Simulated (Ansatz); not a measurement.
# Y: equation of state

How stiff is Y, and at what volume does the pressure vanish? The cell is scaled evenly, atoms carried along, and solved with LAPW, PAW and all-electron datasets made for the crystal.

This is Y in the fcc structure; at room conditions it is hcp.

Computed with Ansatz 0.2.0 (DFT PBE, scalar-relativistic, unless a step's input says otherwise).

**1. The system as given**

It takes space group Fm-3m (No. 225, cubic). The conventional cell has a = 4.970 Å, b = 4.970 Å, c = 4.970 Å, α = 90.00°, β = 90.00°, γ = 90.00°. Around Y (site symmetry m-3m) lie 12 Y at 3.51 Å.

Coordinates:

```
CELL_PARAMETERS angstrom
0.00000 2.48500 2.48500
2.48500 0.00000 2.48500
2.48500 2.48500 0.00000
ATOMIC_POSITIONS crystal
Y 0.00000 0.00000 0.00000
```

Structure: COD 1534898, as refined from experiment and not relaxed.

**2. Volume × 0.9405, LAPW**

Contents of input.yaml:

```yaml
crystal:
  lattice:
    - [0.0, 2.4347030121, 2.4347030121]
    - [2.4347030121, 0.0, 2.4347030121]
    - [2.4347030121, 2.4347030121, 0.0]
  atoms:
    - { symbol: "Y", position: [0.0, 0.0, 0.0] }
kpoints:
  mp_grid: { grid: [14, 14, 14] }
scf:
  occupations: { method: fermi_dirac, width: 0.03 }
hamiltonian:
  xc: pbe
  pseudopotentials: { kind: all_electron, lapw: { basis_error: 0.001 } }
output:
  forces: true
  stress: true
  eigenvalues: true
```

**3. Volume × 0.9405, PAW**

input.yaml: that of step 2 with these lines changed.

```diff
@@ -13,3 +13,3 @@
   xc: pbe
-  pseudopotentials: { kind: all_electron, lapw: { basis_error: 0.001 } }
+  pseudopotentials: { kind: paw }
 output:
@@ -18 +18,2 @@
   eigenvalues: true
+  efg: { contact_densities: true }
```

**4. Volume × 0.9405, crystal datasets**

input.yaml: that of step 3 with these lines changed.

```diff
@@ -13,3 +13,3 @@
   xc: pbe
-  pseudopotentials: { kind: paw }
+  pseudopotentials: { kind: all_electron, datasets: crystal }
 output:
```

**5. Volume × 0.97, LAPW**

Contents of input.yaml:

```yaml
crystal:
  lattice:
    - [0.0, 2.4598972736, 2.4598972736]
    - [2.4598972736, 0.0, 2.4598972736]
    - [2.4598972736, 2.4598972736, 0.0]
  atoms:
    - { symbol: "Y", position: [0.0, 0.0, 0.0] }
kpoints:
  mp_grid: { grid: [14, 14, 14] }
scf:
  occupations: { method: fermi_dirac, width: 0.03 }
hamiltonian:
  xc: pbe
  pseudopotentials: { kind: all_electron, lapw: { basis_error: 0.001 } }
output:
  forces: true
  stress: true
  eigenvalues: true
```

**6. Volume × 0.97, PAW**

input.yaml: that of step 5 with these lines changed.

```diff
@@ -13,3 +13,3 @@
   xc: pbe
-  pseudopotentials: { kind: all_electron, lapw: { basis_error: 0.001 } }
+  pseudopotentials: { kind: paw }
 output:
@@ -18 +18,2 @@
   eigenvalues: true
+  efg: { contact_densities: true }
```

**7. Volume × 1.03, LAPW**

Contents of input.yaml:

```yaml
crystal:
  lattice:
    - [0.0, 2.5096055606, 2.5096055606]
    - [2.5096055606, 0.0, 2.5096055606]
    - [2.5096055606, 2.5096055606, 0.0]
  atoms:
    - { symbol: "Y", position: [0.0, 0.0, 0.0] }
kpoints:
  mp_grid: { grid: [14, 14, 14] }
scf:
  occupations: { method: fermi_dirac, width: 0.03 }
hamiltonian:
  xc: pbe
  pseudopotentials: { kind: all_electron, lapw: { basis_error: 0.001 } }
output:
  forces: true
  stress: true
  eigenvalues: true
```

**8. Volume × 1.03, PAW**

input.yaml: that of step 7 with these lines changed.

```diff
@@ -13,3 +13,3 @@
   xc: pbe
-  pseudopotentials: { kind: all_electron, lapw: { basis_error: 0.001 } }
+  pseudopotentials: { kind: paw }
 output:
@@ -18 +18,2 @@
   eigenvalues: true
+  efg: { contact_densities: true }
```

**9. Volume × 1.06, LAPW**

Contents of input.yaml:

```yaml
crystal:
  lattice:
    - [0.0, 2.5337378637, 2.5337378637]
    - [2.5337378637, 0.0, 2.5337378637]
    - [2.5337378637, 2.5337378637, 0.0]
  atoms:
    - { symbol: "Y", position: [0.0, 0.0, 0.0] }
kpoints:
  mp_grid: { grid: [14, 14, 14] }
scf:
  occupations: { method: fermi_dirac, width: 0.03 }
hamiltonian:
  xc: pbe
  pseudopotentials: { kind: all_electron, lapw: { basis_error: 0.001 } }
output:
  forces: true
  stress: true
  eigenvalues: true
```

**10. Volume × 1.06, PAW**

input.yaml: that of step 9 with these lines changed.

```diff
@@ -13,3 +13,3 @@
   xc: pbe
-  pseudopotentials: { kind: all_electron, lapw: { basis_error: 0.001 } }
+  pseudopotentials: { kind: paw }
 output:
@@ -18 +18,2 @@
   eigenvalues: true
+  efg: { contact_densities: true }
```

**11. Volume × 1.06, crystal datasets**

input.yaml: that of step 10 with these lines changed.

```diff
@@ -13,3 +13,3 @@
   xc: pbe
-  pseudopotentials: { kind: paw }
+  pseudopotentials: { kind: all_electron, datasets: crystal }
 output:
```

(Steps that only read results are left out.)

What does the calculation give? Wanted: equilibrium volume; bulk modulus (for each run or level that gives them).

**Answer**, as computed:

| quantity | value |
| --- | --- |
| equilibrium volume (LAPW) | 32.449 Å³/atom |
| bulk modulus (LAPW) | 39 GPa |
| its pressure derivative (LAPW) | 3.2 |
| equilibrium volume (PAW) | 32.449 Å³/atom |
| bulk modulus (PAW) | 39 GPa |
| its pressure derivative (PAW) | 3.2 |

In words: By LAPW, the pressure vanishes at 32.45 Å³/atom (+5.7 % from the starting cell) and the bulk modulus there is 39 GPa (Birch-Murnaghan, third order). PAW's volume lies less than 0.01 % and its modulus less than 0.1 % from LAPW's. No thermal or zero-point expansion is included.
